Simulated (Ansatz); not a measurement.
# MnS

The computed numbers are results of PBE with spin–orbit coupling (two-component spinors) in the plane-wave PAW code Ansatz at 420 eV, Γ-centred 10×10×10 mesh, 0.05 eV Gaussian smearing; PAW files: Ansatz's generated set soft_2.

```yaml
crystal:
  lattice:
    - [0.00000, 2.82234, 2.82234]
    - [2.82234, 0.00000, 2.82234]
    - [2.82234, 2.82234, 0.00000]
  atoms:
    - { symbol: Mn, position: [0.00000, 0.00000, 0.00000] }
    - { symbol: S, position: [0.75000, 0.75000, 0.75000] }
```

The chain of runs began from a cell as deposited in COD, expanded in volume.

Magnetic state: ferromagnetic, site spin moments Mn 4.11; S 0.25 μB, along [001] (Cartesian), which lowers the symmetry.

The cell is relaxed to zero pressure at this level.

The cell has space group F-43m (read at 0.01 Å). In it the stress is 0.00, 0.00, 0.00, 0.00, 0.00, 0.00 GPa and the largest force component 0.000 eV/Å. Each change below starts from this cell, without further relaxation. Stress is in GPa, positive in compression, in the order xx, yy, zz, yz, xz, xy; energies are counted from the cell above and are free energies with the smearing's entropy, which match forces and stress in a metal.

**Question.** What happens when atom 1 (Mn) is moved by 0.05 Å along x?

**Answer.** The energy changes by 5.9 meV per cell, and the force on it along the shift is -0.237 eV/Å (−F/u = 4.74 eV/Å²). Stress: 0.01, 0.09, 0.09, -1.00, 0.00, 0.00.
| atom | Fx (eV/Å) | Fy | Fz |
| --- | --- | --- | --- |
| Mn1 | -0.237 | 0.000 | 0.000 |
| S2 | 0.237 | 0.000 | 0.000 |
In a harmonic crystal the energy would rise by −½F·u = ½ × 4.74 × 0.05² eV = 5.9 meV, which matches.

**Question.** A single strain component, atoms carried along, gave the stress 0.02, 0.03, 0.02, 0.00, -0.94, 0.00. Which component, and about how large?

**Answer.** An engineering strain of 2 % in xz; the energy changes by 2.6 meV per cell.

Site moments are of spin, integrated over Gaussian weights of 0.5 Å, which gives about a tenth less on f atoms than spheres do. No antiparallel order was tried.
